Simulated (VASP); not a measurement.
## VASP inputs for ZnSe (rocksalt)

INCAR

```
ISIF = 3
LWAVE = .FALSE.
LCHARG = .FALSE.
ENCUT = 600
IBRION = 2
NELM = 120
NBANDS = 16
NSW = 40
PREC = Accurate
EDIFF = 1E-7
LREAL = .FALSE.
ISMEAR = -1
LASPH = .TRUE.
EDIFFG = -5E-3
SIGMA = 0.02
GGA = PS
```

KPOINTS

```
KPOINTS created by Atomic Simulation Environment
0
Gamma
8 8 8
0 0 0
```

POSCAR

```
Zn Se
 1.0000000000000000
    -0.0000000000000000    2.6836656595817643    2.6836656595817643
     2.6836656595817643    0.0000000000000000    2.6836656595817643
     2.6836656595817643    2.6836656595817643    0.0000000000000000
 Zn  Se
   1   1
Cartesian
  0.0000000000000000  0.0000000000000000  0.0000000000000000
  2.6836656595817643  2.6836656595817643  2.6836656595817643
```

VASP ran with the recommended PBE PAW datasets (18 valence electrons in the cell).

**Question.** Estimate the main results of this run.

**Answer.** relaxed cell vector lengths 3.730, 3.730, 3.730 Å; relaxed cell volume 36.70 Å³.
